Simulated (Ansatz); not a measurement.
**Ionic part of the dielectric constant of CaF2 at 15 GPa, mode by mode**

Computed with DFT PBE, scalar-relativistic, plane waves, PAW (Ansatz). Plane waves to 420 eV; Γ-centred k mesh 8×8×8; fixed occupations. No spin polarisation. Phonons by linear response, acoustic sum rule imposed.

It takes space group Fm-3m (No. 225, cubic). The conventional cell has a = 5.258 Å, b = 5.258 Å, c = 5.258 Å, α = 90.00°, β = 90.00°, γ = 90.00°. Ca (site symmetry m-3m) has 8 F at 2.28 Å as nearest neighbours. Around F (site symmetry -43m) lie 4 Ca at 2.28 Å.

The real crystal has changed phase below this pressure.

The primitive cell has V = 36.34 Å³ and ε∞,zz = 2.360. Each polar mode adds Δε = (4.92064×10⁷/V)·S/ν² along z, with S its oscillator strength in e²/amu, ν in cm⁻¹ and V in Å³.

Q: From these modes, find each Δε and ε0,zz.
```csv
ν (cm⁻¹),S_zz (e²/amu)
323.2,0.2949
```

A:
| ν (cm⁻¹) | Δε |
| --- | --- |
| 323.2 | 3.82 |

The sum is 3.823, so ε0,zz = 6.18; the run's tensor has 6.18.

Q: Where do the longitudinal modes lie for a wave vector along z?

A: At 523 cm⁻¹. The Lyddane–Sachs–Teller product Π(ν_LO/ν_TO)² = 2.62 matches ε0/ε∞ = 2.62.

Cost: 1 run of about 0.52 core-minutes, on AMD EPYC 7R43 (Zen 3) (shared hosts).

The lattice contributes more to the static response than the electrons do: 3.82 against an ε∞ of 2.360. All of it comes from the single infrared-active mode of fluorite, in which the Ca sublattice moves against the two F sublattices. The other optical mode, with the F sublattices moving in opposition, carries no dipole by symmetry. The oscillator strength implies a Born charge on Ca somewhat above the formal ionic value, as expected for a strongly ionic fluoride with slight mixing of F 2p and empty Ca 3d states. The large ionic term thus reflects nearly full ionic charges on a fairly soft polar mode, while tightly bound F 2p electrons and a wide gap keep ε∞ small. The same charges produce the macroscopic field that lifts the longitudinal mode to 523 cm⁻¹. With only one polar mode, the Lyddane–Sachs–Teller match follows from the same strength and ε∞, so it confirms internal consistency rather than accuracy. A single volume cannot show how far compression has stiffened the mode or reduced ε0.
